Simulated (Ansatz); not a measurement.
Cu Kα1 powder pattern (kinematic, no thermal factors).
| 2θ (°) | relative intensity |
| --- | --- |
| 19.03 | 85 |
| 23.62 | 100 |
| 27.93 | 43 |
| 33.27 | 81 |
| 34.02 | 38 |
| 38.61 | 13 |
| 41.21 | 25 |
| 43.98 | 73 |
| 46.90 | 17 |
| 48.32 | 14 |
| 51.87 | 11 |
| 53.96 | 23 |
| 57.71 | 5 |
| 58.71 | 9 |
| 59.45 | 15 |
| 59.93 | 14 |
| 61.35 | 7 |
| 66.94 | 20 |
| 68.27 | 19 |
| 69.18 | 11 |
| 69.86 | 9 |
| 71.60 | 4 |
| 73.16 | 4 |
| 74.90 | 9 |
| 76.83 | 14 |
| 77.44 | 4 |
| 80.03 | 6 |
| 81.28 | 6 |
| 82.78 | 1 |
| 84.45 | 3 |
| 86.93 | 3 |
| 87.57 | 10 |
| 88.42 | 6 |
| 89.47 | 2 |

The pattern is computed from a structure relaxed with DFT PBE, scalar-relativistic, plane waves, PAW (Ansatz 0.2.0). No spin polarisation. Its elements are Ba, S.

**Question.** Give the structure.

**Answer.** BaS.
Space group P6_3/mmc (No. 194). a = 5.381 Å, b = 5.381 Å, c = 6.384 Å, α = 90.00°, β = 90.00°, γ = 120.00°
| atom | site | symmetry | x | y | z |
| --- | --- | --- | --- | --- | --- |
| Ba | 2c | -6m2 | 0.3333 | 0.6667 | 0.2500 |
| S | 2d | -6m2 | 0.3333 | 0.6667 | 0.7500 |

A pattern alone doesn't exclude other cells with like lines; this is the one computed.

It was reached by relaxing an invented guess, and it needn't be the stable form of this composition.
